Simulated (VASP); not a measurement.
**CdSe: phonons with PBE**

Crystal: CdSe.

```
CELL_PARAMETERS angstrom
0.00000 3.10270 3.10270
3.10270 0.00000 3.10270
3.10270 3.10270 0.00000
ATOMIC_POSITIONS crystal
Cd 0.00000 0.00000 0.00000
Se 0.75000 0.75000 0.75000
```

Measurements of this composition are mostly on another form, of space group No. 186.

```yaml
Program: VASP 6.6.1
Task: phonons
Functional: PBE
Potentials_or_basis: VASP PAW PBE potentials, release 64 (Cd, Se)
Cutoff: 600 eV
k_mesh: 8 × 8 × 8
Occupations: gaussian, width 0.03 eV
Spin: no spin polarisation
By_perturbation_theory: no
Further_INCAR_settings: ALGO = Normal; EDIFF = 1e-08; IBRION = 6; POTIM = 0.015; NSW = 1
```

| Property | Result |
| --- | --- |
| Highest phonon frequency at Γ, LO-TO splitting left out | 155 cm⁻¹ |

Phonon frequencies in cm⁻¹ (negative: imaginary):
| q point | frequencies |
| --- | --- |
| (0.000, 0.000, 0.000) | 0 0 0 155 155 155 |

Wall time 100 s on 1 thread of Intel(R) Xeon(R) 6975P-C (Granite Rapids), with other jobs on the host, peak memory 0.33 GiB.
